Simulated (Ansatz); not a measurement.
SnS2, DFT, LDA, PAW with Ansatz's default frozen-core files, scalar-relativistic (Ansatz 0.2.0), run on 1 thread of Intel(R) Xeon(R) 6975P-C (Granite Rapids) on a shared host.

The structure is an experimental refinement, used without relaxation.

Command: `ansatz run input.yaml --threads 1 --pin off --max-ram 4096MiB --backend cpu --events-out ev --progress --plain --runs-dir out`

```yaml
crystal:
  lattice:
    - [3.5983003419, 0.0, 0.0]
    - [-1.7991501709, 3.1162195065, 0.0]
    - [0.0, 0.0, 5.494]
  atoms:
    - { symbol: Sn, position: [0.0, 0.0, 0.0] }
    - { symbol: S, position: [0.6666666667, 0.3333333333, 0.2639] }
    - { symbol: S, position: [0.3333333333, 0.6666666667, 0.7361] }
kpoints:
  mp_grid: { grid: [8, 8, 5] }
  band_path:
    path:
      - [0.0, 0.0, 0.0]
      - [0.5, 0.0, 0.0]
      - [0.3333333333, 0.3333333333, 0.0]
      - [0.0, 0.0, 0.0]
      - [0.0, 0.0, 0.5]
      - [0.5, 0.0, 0.5]
      - [0.3333333333, 0.3333333333, 0.5]
      - [0.0, 0.0, 0.5]
      - [0.5, 0.0, 0.5]
    npoints: 14
scf:
  occupations: { method: fermi_dirac, width: 0.01 }
hamiltonian:
  xc: lda
  pseudopotentials: { kind: paw }
output:
  forces: true
  stress: true
  eigenvalues: true
  efg: { contact_densities: true }
  populations: true
  bader: true
  dos: { projected: true, de: 0.2, e_range: [-14, 8] }
  write_density: true
  write_potential: true
  elf: true
  volumetric_format: npy
```

(1) How large is the problem that the program sets up?

(2) About how long does it take, and how much memory does it use?

(3) And the same cell and mesh by all-electron LAPW, asked for forces, stress, eigenvalues, populations, dos and the same band path, on the same hardware?

(4) And the same cell and mesh by crystal-made all-electron datasets, asked for forces, stress, eigenvalues, efg and the same band path, on the same hardware?

## Answers

(1) 40 irreducible k-points, 1183 plane waves at Γ, 17 bands.

(2) 18 s of wall time for 6 SCF iterations, with a peak of 0.45 GiB. Times on shared machines scatter by tens of per cent.

(3) 14 s, peak memory 0.41 GiB.

(4) 12 s, peak memory 0.62 GiB.
